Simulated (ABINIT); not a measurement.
# C (Fd-3m) in ABINIT: a series of runs

Aim: see how the results for C move with the level of theory and the settings. Levels: LDA-PZ, BP86+D3, PBE, SOGGA. Tasks: equation of state, band structure.

Program: ABINIT 10.8.3 (patched build). These are calculated values, not measurements. Logs are shortened: lines on timing, memory, paths and dates and some standing lists are left out, and cuts for length are marked. The log counts tension as positive stress, the text compression.

**The experiment to reproduce.**

“Equation of state of cubic boron nitride at high pressures and temperatures”, 2007, arxiv:cond-mat/0702656 quotes, for a bulk crystal of C: bulk modulus 444.8 ± 0.8 GPa; bulk modulus 442 ± 5 GPa.

The runs below are set against these values where they give the same quantity.

### Step 1. The structure

Symmetry: Fd-3m, No. 227, cubic system. Conventional cell: a = 3.567 Å, b = 3.567 Å, c = 3.567 Å, α = 90.00°, β = 90.00°, γ = 90.00°. C (site symmetry -43m) is surrounded by 4 C at 1.54 Å.

This isn't the form of C at room conditions, which is graphite.

### Step 2. Equation of state, LDA-PZ

Input file run.abi:

```
# Datasets: one volume each
ndtset 7
getwfk -1
scalecart1 3*0.9795861087
scalecart2 3*0.9864848297
scalecart3 3*0.9932883884
scalecart4 3*1.0000000000
scalecart5 3*1.0066227096
scalecart6 3*1.0131594038
scalecart7 3*1.0196128224

# Pseudopotentials
pp_dirpath "./"
pseudos "C.LDA_PW-JTH.xml"

# Structure
acell 2.5220660407 2.5220660407 2.5220660407 Angstrom
rprim
     0.0000000000     0.7071067812     0.7071067812
     0.7071067812     0.0000000000     0.7071067812
     0.7071067812     0.7071067812     0.0000000000
ntypat 1
znucl 6
natom 2
typat 1 1
xred
     0.7500000000     0.7500000000     0.7500000000
     0.5000000000     0.5000000000     0.5000000000

# Plane-wave basis
ecut 20.0
pawecutdg 40.0

# k points
kptopt 1
ngkpt 13 13 13
nshiftk 1
shiftk 0.0 0.0 0.0

# Exchange and correlation
ixc 2

# Bands and occupations
nband 8
occopt 3
tsmear 0.05 eV

# SCF cycle
nstep 100
tolvrs 1.0e-9

# Output
iomode 3
prtwf 1
prtden 0
prteig 0
prtebands 0
enunit 1
```

Potentials or basis: JTH PAW LDA v2.0.

On the command line:

```sh
abinit run.abi > log 2>&1
```

run.abo:

```text
.Version 10.8.3 of ABINIT
 DATASET    1 : space group Fd -3 m (#227); Bravais cF (face-center cubic)
================================================================================
 Values of the parameters that define the memory need for DATASET  1.
     intxc =       0    ionmov =       0      iscf =      17    lmnmax =       8
     lnmax =       4     mgfft =      20  mpssoang =       2    mqgrid =    3001
     natom =       2  nloc_mem =       2    nspden =       1   nspinor =       1
    nsppol =       1      nsym =      48    n1xccc =       1    ntypat =       1
    occopt =       3   xclevel =       1
       mpw =         322          nfft =        8000          nkpt =          84
 PAW method is used; the additional fine FFT grid is defined by:
   mgfftf=        30    nfftf =     27000
================================================================================
================================================================================
[... 71 lines left out ...]
 DATASET    7 : space group Fd -3 m (#227); Bravais cF (face-center cubic)
================================================================================
 Values of the parameters that define the memory need for DATASET  7.
     intxc =       0    ionmov =       0      iscf =      17    lmnmax =       8
     lnmax =       4     mgfft =      20  mpssoang =       2    mqgrid =    3001
     natom =       2  nloc_mem =       2    nspden =       1   nspinor =       1
    nsppol =       1      nsym =      48    n1xccc =       1    ntypat =       1
    occopt =       3   xclevel =       1
       mpw =         356          nfft =        8000          nkpt =          84
 PAW method is used; the additional fine FFT grid is defined by:
   mgfftf=        30    nfftf =     27000
================================================================================
================================================================================

--------------------------------------------------------------------------------
------------- Echo of variables that govern the present computation ------------
--------------------------------------------------------------------------------
 -outvars: echo values of preprocessed input variables --------
            acell      4.7660140884E+00  4.7660140884E+00  4.7660140884E+00 Bohr
              amu      1.20110000E+01
             ecut      2.00000000E+01 Hartree
           enunit           1
           getwfk          -1
                       outvar_i_n : Printing only first  50 k-points.
              ixc           2
           jdtset        1    2    3    4    5    6    7
                       outvar_i_n : Printing only first  50 k-points.
         kptrlatt       13    0    0      0   13    0      0    0   13
          kptrlen1     6.06933755E+01
          kptrlen2     6.11208078E+01
          kptrlen3     6.15423439E+01
          kptrlen4     6.19581832E+01
          kptrlen5     6.23685142E+01
          kptrlen6     6.27735159E+01
          kptrlen7     6.31733580E+01
            natom           2
            nband           8
           ndtset           7
            ngfft          20      20      20
          ngfftdg          30      30      30
             nkpt          84
            nstep         100
             nsym          48
           ntypat           1
                       prtocc : prtvol=0, do not print more k-points.
           occopt           3
        pawecutdg      4.00000000E+01 Hartree
           prtden           0
        prtebands           0
           prteig           0
            rprim1     0.0000000000E+00  6.9267198023E-01  6.9267198023E-01
                       6.9267198023E-01  0.0000000000E+00  6.9267198023E-01
                       6.9267198023E-01  6.9267198023E-01  0.0000000000E+00
            rprim2     0.0000000000E+00  6.9755011263E-01  6.9755011263E-01
                       6.9755011263E-01  0.0000000000E+00  6.9755011263E-01
                       6.9755011263E-01  6.9755011263E-01  0.0000000000E+00
            rprim3     0.0000000000E+00  7.0236095512E-01  7.0236095512E-01
                       7.0236095512E-01  0.0000000000E+00  7.0236095512E-01
                       7.0236095512E-01  7.0236095512E-01  0.0000000000E+00
            rprim4     0.0000000000E+00  7.0710678120E-01  7.0710678120E-01
                       7.0710678120E-01  0.0000000000E+00  7.0710678120E-01
                       7.0710678120E-01  7.0710678120E-01  0.0000000000E+00
            rprim5     0.0000000000E+00  7.1178974407E-01  7.1178974407E-01
                       7.1178974407E-01  0.0000000000E+00  7.1178974407E-01
                       7.1178974407E-01  7.1178974407E-01  0.0000000000E+00
            rprim6     0.0000000000E+00  7.1641188486E-01  7.1641188486E-01
                       7.1641188486E-01  0.0000000000E+00  7.1641188486E-01
                       7.1641188486E-01  7.1641188486E-01  0.0000000000E+00
            rprim7     0.0000000000E+00  7.2097514092E-01  7.2097514092E-01
                       7.2097514092E-01  0.0000000000E+00  7.2097514092E-01
                       7.2097514092E-01  7.2097514092E-01  0.0000000000E+00
          spgroup         227
           tolvrs      1.00000000E-09
           tsmear      1.83746611E-03 Hartree
            typat      1  1
           useylm           1
                       outvars : Printing only first  50 k-points.
           xangst1     2.6204467180E+00  2.6204467180E+00  2.6204467180E+00
                       1.7469644787E+00  1.7469644787E+00  1.7469644787E+00
           xangst2     2.6389011761E+00  2.6389011761E+00  2.6389011761E+00
                       1.7592674508E+00  1.7592674508E+00  1.7592674508E+00
           xangst3     2.6571010699E+00  2.6571010699E+00  2.6571010699E+00
                       1.7714007132E+00  1.7714007132E+00  1.7714007132E+00
           xangst4     2.6750550000E+00  2.6750550000E+00  2.6750550000E+00
                       1.7833700000E+00  1.7833700000E+00  1.7833700000E+00
           xangst5     2.6927711124E+00  2.6927711124E+00  2.6927711124E+00
                       1.7951807416E+00  1.7951807416E+00  1.7951807416E+00
           xangst6     2.7102571290E+00  2.7102571290E+00  2.7102571290E+00
                       1.8068380860E+00  1.8068380860E+00  1.8068380860E+00
           xangst7     2.7275203786E+00  2.7275203786E+00  2.7275203786E+00
                       1.8183469191E+00  1.8183469191E+00  1.8183469191E+00
            xcart1     4.9519266246E+00  4.9519266246E+00  4.9519266246E+00
                       3.3012844164E+00  3.3012844164E+00  3.3012844164E+00
            xcart2     4.9868004962E+00  4.9868004962E+00  4.9868004962E+00
                       3.3245336642E+00  3.3245336642E+00  3.3245336642E+00
            xcart3     5.0211933109E+00  5.0211933109E+00  5.0211933109E+00
                       3.3474622073E+00  3.3474622073E+00  3.3474622073E+00
            xcart4     5.0551213218E+00  5.0551213218E+00  5.0551213218E+00
                       3.3700808812E+00  3.3700808812E+00  3.3700808812E+00
            xcart5     5.0885999223E+00  5.0885999223E+00  5.0885999223E+00
                       3.3923999482E+00  3.3923999482E+00  3.3923999482E+00
            xcart6     5.1216437045E+00  5.1216437045E+00  5.1216437045E+00
                       3.4144291363E+00  3.4144291363E+00  3.4144291363E+00
            xcart7     5.1542665185E+00  5.1542665185E+00  5.1542665185E+00
                       3.4361776790E+00  3.4361776790E+00  3.4361776790E+00
             xred      7.5000000000E-01  7.5000000000E-01  7.5000000000E-01
                       5.0000000000E-01  5.0000000000E-01  5.0000000000E-01
            znucl        6.00000

================================================================================

 chkinp: Checking input parameters for consistency, jdtset=   1.

 chkinp: Checking input parameters for consistency, jdtset=   2.
[... 43 lines left out ...]
 getcut : COMMENT -
  Note that boxcut > 2.2 ; recall that boxcut=Gcut(box)/Gcut(sphere) = 2
  is sufficient for exact treatment of convolution.
  Such a large boxcut is a waste : you could raise ecut
  e.g. ecut=   51.052900 Hartrees makes boxcut=2

--- Pseudopotential description ------------------------------------------------
- pspini: atom type   1  psp file is ./C.LDA_PW-JTH.xml
 Pseudopotential format is: paw10
 basis_size (lnmax)=  4 (lmn_size=  8), orbitals=   0   0   1   1
 Spheres core radius: rc_sph= 1.50736703
 Shapefunction is SIN type: shapef(r)=[sin(pi*r/rshp)/(pi*r/rshp)]**2
 Radius for shape functions =  1.30052589
 Compensation charge density is not taken into account in XC energy/potential

   7.04320855E+01                                ecore*ucvol(ha*bohr**3)
--------------------------------------------------------------------------------

[... 1214 lines left out ...]
-Cartesian components of stress tensor (GPa)         [Pressure= -3.4918E+01 GPa]
- sigma(1 1)=  3.49184381E+01  sigma(3 2)=  0.00000000E+00
- sigma(2 2)=  3.49184381E+01  sigma(3 1)=  0.00000000E+00
- sigma(3 3)=  3.49184381E+01  sigma(2 1)=  0.00000000E+00

== END DATASET(S) ==============================================================
================================================================================

 -outvars: echo values of variables after computation  --------
            acell      4.7660140884E+00  4.7660140884E+00  4.7660140884E+00 Bohr
           etotal1    -1.1526857446E+01
           etotal2    -1.1527421581E+01
           etotal3    -1.1527458795E+01
           etotal4    -1.1527013787E+01
           etotal5    -1.1526134246E+01
           etotal6    -1.1524856156E+01
           etotal7    -1.1523217222E+01
            fcart1     3.8232920559E-30 -0.0000000000E+00 -3.8232920559E-30
                      -3.8232920559E-30 -0.0000000000E+00  3.8232920559E-30
            fcart2     9.4913871828E-30  1.2022423765E-29 -3.8598307877E-29
                      -9.4913871828E-30 -1.2022423765E-29  3.8598307877E-29
            fcart3     2.2623301538E-29  4.2732902905E-29 -8.2952105639E-29
                      -2.2623301538E-29 -4.2732902905E-29  8.2952105639E-29
            fcart4     1.9974633533E-29 -2.4968291916E-29  2.4968291916E-29
                      -1.9974633533E-29  2.4968291916E-29 -2.4968291916E-29
            fcart5     8.4333675076E-29 -4.9608044163E-29  1.4882413249E-29
                      -8.4333675076E-29  4.9608044163E-29 -1.4882413249E-29
[... 38 lines left out ...]
                       0.0000000000E+00  0.0000000000E+00  0.0000000000E+00
           xangst1     2.6204467180E+00  2.6204467180E+00  2.6204467180E+00
                       1.7469644787E+00  1.7469644787E+00  1.7469644787E+00
           xangst2     2.6389011761E+00  2.6389011761E+00  2.6389011761E+00
                       1.7592674508E+00  1.7592674508E+00  1.7592674508E+00
           xangst3     2.6571010699E+00  2.6571010699E+00  2.6571010699E+00
                       1.7714007132E+00  1.7714007132E+00  1.7714007132E+00
           xangst4     2.6750550000E+00  2.6750550000E+00  2.6750550000E+00
                       1.7833700000E+00  1.7833700000E+00  1.7833700000E+00
           xangst5     2.6927711124E+00  2.6927711124E+00  2.6927711124E+00
                       1.7951807416E+00  1.7951807416E+00  1.7951807416E+00
           xangst6     2.7102571290E+00  2.7102571290E+00  2.7102571290E+00
                       1.8068380860E+00  1.8068380860E+00  1.8068380860E+00
           xangst7     2.7275203786E+00  2.7275203786E+00  2.7275203786E+00
                       1.8183469191E+00  1.8183469191E+00  1.8183469191E+00
             xred      7.5000000000E-01  7.5000000000E-01  7.5000000000E-01
                       5.0000000000E-01  5.0000000000E-01  5.0000000000E-01
 Calculation completed.
```

It took 25 s on 1 thread of Arm Neoverse V1, shared host; peak memory 0.11 GiB.

Results:

```
Equilibrium volume                      : 5.51 Å³/atom
Bulk modulus                            : 467 GPa
Pressure derivative of the bulk modulus : 3.6
```

Energy against volume, from the lowest point:
| volume (Å³/atom) | energy (meV/atom) |
| --- | --- |
| 5.332 | 8.18 |
| 5.445 | 0.51 |
| 5.558 | 0.00 |
| 5.672 | 6.05 |
| 5.785 | 18.02 |
| 5.899 | 35.41 |
| 6.012 | 57.71 |

Caveat: pressures at fixed basis lie under the slope of the energies; the atomic spheres overlap.

(Part 1 of 2 ends here.)
